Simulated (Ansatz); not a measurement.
# How Rb stores the work of compression

All numbers below come from DFT PBEsol, scalar-relativistic, plane waves, PAW (Ansatz 0.2.0). (420 eV cutoff, 12×12×12 k-mesh, Gaussian smearing of 0.10 eV, no spin polarisation)

Starting point, cell and atoms relaxed:

```yaml
crystal:
  lattice:
    - [-2.85735, 2.85735, 2.65453]
    - [2.85735, -2.85735, 2.65453]
    - [2.85735, 2.85735, -2.65453]
  atoms:
    - { symbol: Rb, position: [0.00000, 0.00000, 0.00000] }
```

Cell and atoms were relaxed at each target pressure within the start's symmetry (I4/mmm), at zero temperature; other phases can be more stable under pressure. H = E + PV with P the target; E is the free energy at the smearing used, whose derivative the pressure is, per atom and counted from zero pressure. The mesh named is that at zero pressure; some other pressures ran on another.

```csv
P (GPa),V (Å³/atom),E − E0 (meV),H − H0 (meV)
0,86.691,0.0,0.0
3,55.006,208.6,1238.5
8,40.696,661.4,2693.4
15,30.721,1357.5,4233.7
30,21.588,2557.1,6599.4
60,16.713,3802.2,10061.1
```

Thermodynamics gives dH/dP = V along a relaxed path. Integrate V over P by the trapezoid rule and compare with the computed enthalpies.

With 1 eV/Å³ = 160.22 GPa, each step adds the mean volume times ΔP / 160.22:
| P (GPa) | ∫V dP (meV) | H − H0 (meV) | difference (meV) |
| --- | --- | --- | --- |
| 3 | 1326.6 | 1238.5 | 88.1 |
| 8 | 2819.9 | 2693.4 | 126.5 |
| 15 | 4380.0 | 4233.7 | 146.3 |
| 30 | 6828.7 | 6599.4 | 229.3 |
| 60 | 10414.6 | 10061.1 | 353.5 |

V(P) curves upward, so the trapezoid rule runs high; integrating a smooth curve through the same points puts that excess at about 545.3 meV at 60 GPa, against the 353.5 meV found. What is left comes from the shape of V(P) between points this far apart, and from the mesh, the smearing and the stress tolerance.

At 60 GPa, how much of the enthalpy change is stored energy and how much is the PV term?

E rises by 3802 meV/atom and PV is 60 × 16.713 / 160.22 = 6259 meV/atom, so PV makes 62 % of ΔH. So between rival structures at high pressure a small difference in volume can outweigh the difference in energy: 1 % of this volume is worth 62.6 meV/atom at this pressure.

What bulk modulus do the lowest pressures give?

From the pressures that the runs reached, -0.01 GPa (86.691 Å³) and 2.98 GPa (55.006 Å³), B = −ΔP/Δln V = 2.99 / 0.4549 = 7 GPa, a mean over that range.